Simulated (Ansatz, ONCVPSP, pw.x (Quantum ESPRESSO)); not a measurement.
**Equation-of-state test of one ONCV potential (platinum)**

```json
{
  "Element": "platinum (Pt)",
  "Generator": "ONCVPSP 4.0.1.1 (patched build)",
  "Type": "optimised norm-conserving Vanderbilt (ONCV)",
  "Functional": "PBE",
  "Relativity": "scalar-relativistic",
  "Frozen core": "[Kr] 4d10 4f14",
  "Valence charge": "18",
  "Reference configuration": "5s2 5p6 5d9 6s1",
  "Partial waves": "5s+6s: rc 1.45 bohr, ncon 4, nbas 7, qcut 9 1/bohr, 2 projectors; 5p: rc 1.35 bohr, ncon 4, nbas 8, qcut 11.3 1/bohr, 2 projectors, debl 2.7 Ha; 5d: rc 1.40 bohr, ncon 4, nbas 8, qcut 8.1 1/bohr, 2 projectors, debl 0.3 Ha",
  "Local potential": "polynomial inside 1.20 bohr (lpopt 5, dvloc0 3 Ha)",
  "Core correction": "Teter function, fcfact 3.5, rcfact 1.1"
}
```

Atomic tests: cutoffs needed: 41 Ha and 49 Ha (the cutoffs (Ha) at which the residual kinetic energy of the hardest occupied pseudo-wave falls to 1 and 0.1 mHa per electron); ghost test: no bound ghost flagged; GHOST(+) flagged for s at 381.7 eV; largest excitation error: -12 meV (all-electron minus pseudo) for 5s2 5p6 5d7 6s0, out of 4 test configurations.

Crystal test: bcc Pt in pw.x 7.5, no spin, 15³ k-points, Fermi–Dirac smearing 0.01 Ry, cutoffs 115/460 Ry. The reference is all-electron LAPW (Ansatz 0.2.0) with the same functional, mesh and smearing; V0 and B0 come from Birch–Murnaghan fits to the pressures at five volumes. Errors are pseudo minus all-electron; Δ is the rms difference of the E(V) curves that follow from these fits, minima aligned, over ±6 % about the mean V0. Mesh and smearing are coarse, so the numbers serve the comparison and aren't converged zero-temperature values; the lattice is a test structure that the element need not adopt.

All-electron: a0 = 3.165 Å (V0 = 15.85 Å³/atom), B0 = 235.3 GPa.

Question: How far does the potential miss the all-electron equation of state?

Answer: mean pressure error (GPa): -1.67; a0 (Å): 3.157; a0 error (%): -0.24; B0 error (%): +0.8; Δ (meV/atom): 5.9.

```
V (Å³/atom)  P all-electron (GPa)  P pseudo (GPa)
     15.066                 13.63           11.57
     15.463                  6.17            4.33
     15.859                 -0.19           -1.84
     16.255                 -5.60           -7.08
     16.652                -10.19          -11.52
```

Question: At the middle volume, how do free energy and pressure move when the wave cutoff is lowered (ecutrho kept at four times it)?

Answer:

```json
{"cutoff (Ry)": "52", "shift of F (meV/atom)": "+5146.3", "shift of P (GPa)": "-160.80"}
{"cutoff (Ry)": "69", "shift of F (meV/atom)": "+904.4", "shift of P (GPa)": "-47.66"}
{"cutoff (Ry)": "92", "shift of F (meV/atom)": "+41.0", "shift of P (GPa)": "-3.96"}
```

Input at the middle volume:

```
&control
  calculation='scf', prefix='x', pseudo_dir='./', outdir='./tmp', tstress=.true., disk_io='none'
/
&system
  ibrav=0, nat=1, ntyp=1, ecutwfc=115, ecutrho=460, nbnd=17,
  occupations='smearing', smearing='fd', degauss=0.01
/
&electrons
  conv_thr=1e-09, mixing_beta=0.4, electron_maxstep=70
/
ATOMIC_SPECIES
Pt 1.0 Pt.UPF
CELL_PARAMETERS angstrom
  -1.58272430 1.58272430 1.58272430
  1.58272430 -1.58272430 1.58272430
  1.58272430 1.58272430 -1.58272430
ATOMIC_POSITIONS crystal
Pt 0.0000 0.0000 0.0000
K_POINTS automatic
15 15 15 0 0 0
```

```bash
pw.x < Pt.scf.in > Pt.scf.out
```

Lines of the output:

```
Message from routine setup:
     using ibrav=0 with symmetry is DISCOURAGED, use correct ibrav instead
     lattice parameter (alat)  =       5.1804  a.u.
     unit-cell volume          =     107.0218 (a.u.)^3
     number of electrons       =        18.00
     number of Kohn-Sham states=           17
     kinetic-energy cutoff     =     115.0000  Ry
     charge density cutoff     =     460.0000  Ry
     scf convergence threshold =      1.0E-09
     Exchange-correlation= PBE
     number of k points=   120  Fermi-Dirac smearing, width (Ry)=  0.0100
     iteration #  1     ecut=   115.00 Ry     beta= 0.40
     total energy              =    -247.08186291 Ry
     estimated scf accuracy    <       0.07795611 Ry
     iteration #  2     ecut=   115.00 Ry     beta= 0.40
     total energy              =    -247.09290128 Ry
     estimated scf accuracy    <       0.00280744 Ry
     iteration #  3     ecut=   115.00 Ry     beta= 0.40
     total energy              =    -247.09293901 Ry
     estimated scf accuracy    <       0.00068308 Ry
     iteration #  4     ecut=   115.00 Ry     beta= 0.40
     total energy              =    -247.09296980 Ry
     estimated scf accuracy    <       0.00000658 Ry
     iteration #  5     ecut=   115.00 Ry     beta= 0.40
     total energy              =    -247.09297178 Ry
     estimated scf accuracy    <       0.00000053 Ry
     iteration #  6     ecut=   115.00 Ry     beta= 0.40
     total energy              =    -247.09297185 Ry
     estimated scf accuracy    <       0.00000005 Ry
     iteration #  7     ecut=   115.00 Ry     beta= 0.40
     the Fermi energy is    21.9156 ev
!    total energy              =    -247.09297185 Ry
     estimated scf accuracy    <          4.4E-10 Ry
     smearing contrib. (-TS)   =      -0.00442723 Ry
     The total energy is F=E-TS. E is the sum of the following terms:
     one-electron contribution =     -58.00103792 Ry
     hartree contribution      =      39.41454409 Ry
     xc contribution           =     -31.38654314 Ry
     ewald contribution        =    -197.11550766 Ry
     convergence has been achieved in   7 iterations
          total   stress  (Ry/bohr**3)                   (kbar)     P=      -18.40
     Message from routine punch:
     Nothing written, as per user request (disk_io='none')
```

The run at the middle volume (120 k-points, 7 iterations) took about 86 s on one core of a shared host (Neoverse-N1, 64 threads, 124 GiB, load 58).
